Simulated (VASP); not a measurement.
The system is GaN.

```
Ga N
1.0
     0.00000    2.13524    2.13524
     2.13524    0.00000    2.13524
     2.13524    2.13524    0.00000
Ga N
1 1
Direct
  0.00000 0.00000 0.00000
  0.50000 0.50000 0.50000
```

Measurements of this composition are mostly on another form, of space group No. 186.

| Quantity | Value |
| --- | --- |
| Program | VASP 6.6.1 |
| Task | relaxation of cell and atoms |
| Functional | PBEsol |
| Potentials or basis | VASP PAW PBE potentials, release 64 (Ga_d, N) |
| Cutoff | 600 eV |
| k mesh | 14 × 14 × 14 |
| Occupations | gaussian, width 0.02 eV |
| Spin | no spin polarisation |

At the start: pressure -7.4 GPa; volume 9.74 Å³/atom.

Problem. How do energy, volume and symmetry change on relaxing?

Solution. Over 3 steps the energy falls by 8.0 meV/atom and the volume is 9.40 Å³/atom (-3.4 %); space group Fm-3m (No. 225, to 0.05 Å).

The path:
```csv
step,energy change (eV),largest force (eV/Å),pressure (GPa),volume (Å³)
1,0.0000,0.0000,-7.44,19.47
2,-0.0021,0.0000,7.80,18.22
3,-0.0159,0.0000,-0.04,18.81
```

Final structure:
```cif
data_structure
_symmetry_space_group_name_H-M 'P 1'
_symmetry_Int_Tables_number 1
_cell_length_a 2.9851
_cell_length_b 2.9851
_cell_length_c 2.9851
_cell_angle_alpha 60.000
_cell_angle_beta 60.000
_cell_angle_gamma 60.000
_cell_volume 18.81
loop_
_atom_site_label
_atom_site_type_symbol
_atom_site_fract_x
_atom_site_fract_y
_atom_site_fract_z
_atom_site_occupancy
Ga1 Ga 0.00000 0.00000 0.00000 1
N1 N 0.50000 0.50000 0.50000 1
```

Caveat: the PAW data sets were made with another functional, which shifts forces and pressure a little.
